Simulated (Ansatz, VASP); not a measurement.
TiAl3 in VASP and in Ansatz

INCAR

```
  ALGO = Normal
  EDIFF = 1E-7
  ENCUT = 520
  GGA = PE
  ISIF = 2
  ISMEAR = -1
  LASPH = T
  LCHARG = F
  LREAL = F
  LWAVE = F
  NBANDS = 18
  NELM = 80
  PREC = Accurate
  SIGMA = 0.05
```

Contents of KPOINTS:

```
k-points
0
Gamma
  7 7 7
```

Contents of POSCAR:

```
TiAl3
1.0
    4.0332531278      0.0000000000      0.0000000000
    0.0000000000      4.0332531278      0.0000000000
    0.0000000000      0.0000000000      4.0332531278
Ti Al
1 3
Direct
    0.0000000000      0.0000000000      0.0000000000
    0.0000000000      0.5000000000      0.5000000000
    0.5000000000      0.0000000000      0.5000000000
    0.5000000000      0.5000000000      0.0000000000
```

input.yaml

```yaml
crystal:
  lattice:
    - [4.0332531278, 0.0, 0.0]
    - [0.0, 4.0332531278, 0.0]
    - [0.0, 0.0, 4.0332531278]
  atoms:
    - { symbol: Ti, position: [0.0, 0.0, 0.0] }
    - { symbol: Al, position: [0.0, 0.5, 0.5] }
    - { symbol: Al, position: [0.5, 0.0, 0.5] }
    - { symbol: Al, position: [0.5, 0.5, 0.0] }
hamiltonian:
  xc: pbe
  pseudopotentials: { kind: paw }
kpoints:
  mp_grid: { grid: [7, 7, 7] }
scf:
  occupations: { method: fermi_dirac, width: 0.05 }
output:
  forces: true
  stress: true
  eigenvalues: true
```

Change from the starting cell: volume scaled by 1.06.

Alike in both runs: task single point; functional PBE; k mesh 7 × 7 × 7; occupations fermi-dirac, width 0.05 eV; no spin polarisation.

|  | VASP | Ansatz |
| --- | --- | --- |
| version | VASP 6.6.1 | Ansatz 0.2.0 |
| potentials or method | VASP PAW PBE potentials, release 64 (Ti_sv, Al) | Ansatz PAW |
| plane-wave cutoff (eV) | 520 | 420 |
| valence electrons in the cell | 21 | 21 |

```csv
,VASP,Ansatz,Ansatz less VASP
gap on the k mesh at the Fermi level (eV),none,none,-
pressure (GPa),-3.9,-3.9,+0.01
```

A gap of «none» marks a metal or a gap that the smearing closes. With one functional, cell and mesh, what is left measures potentials, basis and numerics.
